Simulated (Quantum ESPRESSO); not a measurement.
Si:

```
CELL_PARAMETERS angstrom
0.00000 2.72185 2.72185
2.72185 0.00000 2.72185
2.72185 2.72185 0.00000
ATOMIC_POSITIONS crystal
Si 0.50000 0.50000 0.50000
Si 0.75000 0.75000 0.75000
```

Base run:

```yaml
Program: Quantum ESPRESSO 7.5
Functional: PBE
Potentials_or_basis: PseudoDojo 0.4.1 SR PBE standard
Cutoff: 490 eV
Density_cutoff: 1959 eV
k_mesh: 8 × 8 × 8
Occupations: fermi-dirac, width 0.05 eV
Spin: no spin polarisation
```

Its results: band gap on the k mesh 0.62 eV, indirect (least direct gap 2.55 eV); pressure 1.3 GPa.

Problem. The run is repeated on the same cell with these changes: functional from PBE to LDA; potentials or basis from PseudoDojo 0.4.1 SR PBE standard to PseudoDojo 0.4.1 SR LDA standard; cutoff from 490 eV to 435 eV; density cutoff from 1959 eV to 1742 eV. What comes out?

Solution. Band gap on the k mesh 0.54 eV, indirect (least direct gap 2.53 eV); pressure -2.5 GPa.

A k mesh can miss the band edges.
